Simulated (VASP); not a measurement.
# GaP in VASP: relaxation of the atoms with PBEsol

Aim: the relaxation of the atoms of GaP with PBEsol.

Program: VASP 6.6.1. These are calculated values, not measurements. Logs are shortened: lines on timing, memory, paths and dates and some standing lists are left out, and cuts for length are marked.

### 1 Starting point

The cell holds a slab with vacuum, 6 atoms: a = 5.450 Å, b = 3.854 Å, c = 19.854 Å, α = 90.00°, β = 90.00°, γ = 90.00°.

### 2 Relaxation of the atoms, PBEsol

Input file INCAR:

```
SYSTEM = GaP
PREC = Accurate
ENCUT = 520
EDIFF = 1E-7
ISMEAR = 0
SIGMA = 0.05
LREAL = .FALSE.
LASPH = .TRUE.
NELM = 80
ALGO = Normal
ISIF = 2
LWAVE = .FALSE.
LCHARG = .FALSE.
LDIPOL = .TRUE.
IDIPOL = 3
DIPOL = 0.5 0.5 0.500
GGA = PS
IBRION = 2
NSW = 100
EDIFFG = -0.015
KPAR = 8
```

Input file KPOINTS:

```
regular mesh
0
G
  4 6 1
  0 0 0
```

Input file POSCAR:

```
GaP
1.0
    5.4505000000      0.0000000000      0.0000000000
    0.0000000000      3.8540855110      0.0000000000
    0.0000000000      0.0000000000     19.8540855110
Ga P
3 3
Direct
    0.5000000000      0.5000000000      0.4029397373
    0.0000000000      1.0000000000      0.5000000000
    0.5000000000      0.5000000000      0.5970602627
    0.7500000000      0.0000000000      0.4029397373
    0.2500000000      0.5000000000      0.5000000000
    0.7500000000      0.0000000000      0.5970602627
```

Potentials or basis: VASP PAW PBE potentials, release 64 (Ga_d, P).

Started as:

```console
cat potpaw_PBE.64/Ga_d/POTCAR potpaw_PBE.64/P/POTCAR > POTCAR
mpirun -np 8 vasp_std > vasp.out
```

OUTCAR:

```text
SYSTEM = GaP
   PREC = Accurate
   ENCUT = 520
   EDIFF = 1E-7
   ISMEAR = 0
   LREAL = .FALSE.
   LASPH = .TRUE.
   NELM = 80
   ISIF = 2
   GGA = PS
   IBRION = 2
   NSW = 100
   EDIFFG = -0.015

 ion  position               nearest neighbor table
   1  0.500  0.500  0.403-   5 2.36   4 2.36   4 2.36
   2  0.000  0.000  0.500-   4 2.36   6 2.36   5 2.36   5 2.36
   3  0.500  0.500  0.597-   5 2.36   6 2.36   6 2.36
   4  0.750  0.000  0.403-   2 2.36   1 2.36   1 2.36
   5  0.250  0.500  0.500-   1 2.36   3 2.36   2 2.36   2 2.36
   6  0.750  0.000  0.597-   2 2.36   3 2.36   3 2.36

  LATTYP: Found a simple orthorhombic cell.
 ALAT       =     3.8540855110
 B/A-ratio  =     1.4142135623
 C/A-ratio  =     5.1514387666

  Lattice vectors:

 A1 = (   0.0000000000,  -3.8540855110,   0.0000000000)
 A2 = (   5.4505000000,   0.0000000000,   0.0000000000)
 A3 = (   0.0000000000,   0.0000000000,  19.8540855110)

Analysis of symmetry for initial positions (statically):
=====================================================================
 Subroutine PRICEL returns:
 Original cell was already a primitive cell.

 Routine SETGRP: Setting up the symmetry group for a
 simple orthorhombic supercell.

 Subroutine GETGRP returns: Found  4 space group operations
 (whereof  4 operations were pure point group operations)
 out of a pool of  8 trial point group operations.

The static configuration has the point symmetry C_2v.

Analysis of symmetry for dynamics (positions and initial velocities):
=====================================================================
 Subroutine PRICEL returns:
 Original cell was already a primitive cell.

 Routine SETGRP: Setting up the symmetry group for a
 simple orthorhombic supercell.

 Subroutine GETGRP returns: Found  4 space group operations
 (whereof  4 operations were pure point group operations)
 out of a pool of  8 trial point group operations.

The dynamic configuration has the point symmetry C_2v.

[... 128 lines left out ...]
  volume of cell :      417.07
 maximum number of plane-waves:     11255
 NGX is ok and might be reduce to    42
   NGX = 21   NGY = 15   NGZ = 73

--------------------------------------- Ionic step        1  -------------------------------------------

 number of electron      53.9999996 magnetization

 Free energy of the ion-electron system (eV)
  ---------------------------------------------------
  ext. energy  EPLUGINS =         0.00000000
  ---------------------------------------------------
  free energy    TOTEN  =       -26.01036665 eV

  energy without entropy =      -26.00399715  energy(sigma->0) =      -26.00718190

------------------------ aborting loop because EDIFF is reached ----------------------------------------

  FORCE on cell =-STRESS in cart. coord.  units (eV):
  Direction    XX          YY          ZZ          XY          YZ          ZX
  --------------------------------------------------------------------------------------
  -------------------------------------------------------------------------------------
  Total       -3.8677937     -2.9784933      1.2533993      0.0000000      0.0000000      0.0000000
  in kB      -14.8582036    -11.4419393      4.8149576      0.0000000      0.0000000      0.0000000
  external PRESSURE =      -7.1617284 kB  Pullay stress =       0.0000000 kB
[... 101 lines left out ...]
  FREE ENERGIE OF THE ION-ELECTRON SYSTEM (eV)
  ---------------------------------------------------
  free  energy   TOTEN  =       -26.8515883488 eV

  energy  without entropy=      -26.8515883488  energy(sigma->0) =      -26.85158835

[... ionic steps 4 to 12 ...]

--------------------------------------- Ionic step       13  -------------------------------------------

 number of electron      54.0000003 magnetization

 dipolmoment           0.000000      0.000000     -0.000000 electrons x Angstroem

------------------------ aborting loop because EDIFF is reached ----------------------------------------

  FORCE on cell =-STRESS in cart. coord.  units (eV):
  Direction    XX          YY          ZZ          XY          YZ          ZX
  --------------------------------------------------------------------------------------
  -------------------------------------------------------------------------------------
  Total       -1.9945889     -2.8078831     -0.0490323      0.0000000      0.0000000      0.0000000
  in kB       -7.6622513    -10.7865366     -0.1883586      0.0000000      0.0000000      0.0000000
  external PRESSURE =      -6.2123822 kB  Pullay stress =       0.0000000 kB
[... 67 lines left out ...]
--------------------------------------- Ionic step       15  -------------------------------------------

 number of electron      54.0000002 magnetization

 dipolmoment           0.000000      0.000000      0.000000 electrons x Angstroem

 Free energy of the ion-electron system (eV)
  ---------------------------------------------------
  ext. energy  EPLUGINS =         0.00000000
  ---------------------------------------------------
  free energy    TOTEN  =       -27.31230176 eV

  energy without entropy =      -27.31230156  energy(sigma->0) =      -27.31230166

 E-fermi :  -2.3870     XC(G=0):  -3.6318

 val. band max:       -2.5399447983   @ k =   0.0000   0.0000   0.0000
 cond. band min:      -2.2340806600   @ k =   0.0000   0.5000   0.0000
 fundamental gap:      0.3058641383
 Fermi energy:        -2.3870124083

 k-point     1 :       0.0000    0.0000    0.0000
  band No.  band energies     occupation
      1     -17.2096      2.00000
      2     -17.1598      2.00000
      3     -17.1494      2.00000
      4     -17.0539      2.00000
      5     -17.0487      2.00000
      6     -17.0366      2.00000
[... 409 lines left out ...]
     31       1.0111      0.00000
     32       1.2947      0.00000

------------------------ aborting loop because EDIFF is reached ----------------------------------------

 vacuum level on the upper side and lower side of the slab       (xc-potential included)        -0.127        -0.127

  FORCE on cell =-STRESS in cart. coord.  units (eV):
  Direction    XX          YY          ZZ          XY          YZ          ZX
  --------------------------------------------------------------------------------------
  -------------------------------------------------------------------------------------
  Total       -1.9609943     -2.8282235     -0.0261057      0.0000000      0.0000000      0.0000000
  in kB       -7.5331972    -10.8646747     -0.1002855      0.0000000      0.0000000      0.0000000
  external PRESSURE =      -6.1660525 kB  Pullay stress =       0.0000000 kB
[... 21 lines left out ...]
  FREE ENERGIE OF THE ION-ELECTRON SYSTEM (eV)
  ---------------------------------------------------
  free  energy   TOTEN  =       -27.3123017628 eV

  energy  without entropy=      -27.3123015594  energy(sigma->0) =      -27.31230166

 reached required accuracy - stopping structural energy minimisation

 vacuum level on the upper side and lower side of the slab         2.745         2.745
```

CONTCAR:

```text
GaP
   1.00000000000000
     5.4504999999999999    0.0000000000000000    0.0000000000000000
     0.0000000000000000    3.8540855110000001    0.0000000000000000
     0.0000000000000000    0.0000000000000000   19.8540855110000010
  Ga              P
     3     3
Direct
     0.5371195781689416    0.5000000000000000    0.4208359897108123
     0.9575604151073964    0.0000000000000000    0.5000000000000000
     0.5371195781689416    0.5000000000000000    0.5791640102891876
     0.7517590990078566    0.0000000000000000    0.3927307599781258
     0.2146822305390072    0.5000000000000000    0.5000000000000000
     0.7517590990078566    0.0000000000000000    0.6072692400218740

  0.00000000E+00  0.00000000E+00  0.00000000E+00
  0.00000000E+00  0.00000000E+00  0.00000000E+00
  0.00000000E+00  0.00000000E+00  0.00000000E+00
  0.00000000E+00  0.00000000E+00  0.00000000E+00
  0.00000000E+00  0.00000000E+00  0.00000000E+00
  0.00000000E+00  0.00000000E+00  0.00000000E+00
```

Run time: 12 min. Hardware: 8 MPI ranks of AMD EPYC 7R13 (Zen 3), shared host; peak memory 0.6 GiB.

Results:

- Free energy: -27.3123 eV
- Energy gained by relaxing: 217.0 meV/atom
- Ionic steps: 15
- Largest force after relaxing: 0.011 eV/Å
- Band gap on the k mesh: 0.31 eV, indirect (least direct gap 0.77 eV)

Forces in eV/Å, atoms in the order of the input:
```
Ga   0.001  0.000 -0.004
Ga   0.006  0.000  0.000
Ga   0.001  0.000  0.004
P    0.001  0.000  0.005
P   -0.011  0.000  0.000
P    0.001  0.000 -0.005
```

The path:
| step | energy change (eV) | largest force (eV/Å) | pressure (GPa) |
| --- | --- | --- | --- |
| 1 | 0.0000 | 1.6984 | -0.72 |
| 2 | -0.4659 | 1.3464 | -0.65 |
| 3 | -0.8412 | 1.5802 | -0.36 |
| 4 | -1.1274 | 0.9352 | -0.78 |
| 5 | -1.1786 | 0.7377 | -1.03 |
| 6 | -1.2457 | 0.4977 | -0.97 |
| 7 | -1.2731 | 0.4965 | -0.88 |
| 8 | -1.2910 | 0.1970 | -0.79 |
| 9 | -1.2923 | 0.2139 | -0.75 |
| 10 | -1.2977 | 0.1380 | -0.71 |
| 11 | -1.3013 | 0.0635 | -0.65 |
| 12 | -1.3013 | 0.0623 | -0.65 |
| 13 | -1.3019 | 0.0259 | -0.62 |
| 14 | -1.3019 | 0.0244 | -0.62 |
| 15 | -1.3019 | 0.0107 | -0.62 |

Final structure:
```yaml
crystal:
  lattice:
    - [5.45050, 0.00000, 0.00000]
    - [0.00000, 3.85409, 0.00000]
    - [0.00000, 0.00000, 19.85409]
  atoms:
    - { symbol: Ga, position: [0.53712, 0.50000, 0.42084] }
    - { symbol: Ga, position: [0.95756, 0.00000, 0.50000] }
    - { symbol: Ga, position: [0.53712, 0.50000, 0.57916] }
    - { symbol: P, position: [0.75176, 0.00000, 0.39273] }
    - { symbol: P, position: [0.21468, 0.50000, 0.50000] }
    - { symbol: P, position: [0.75176, 0.00000, 0.60727] }
```

Caveat: the PAW data sets were made with another functional, which shifts forces and pressure a little. As with any semilocal functional, this PBEsol gap is likely too small.
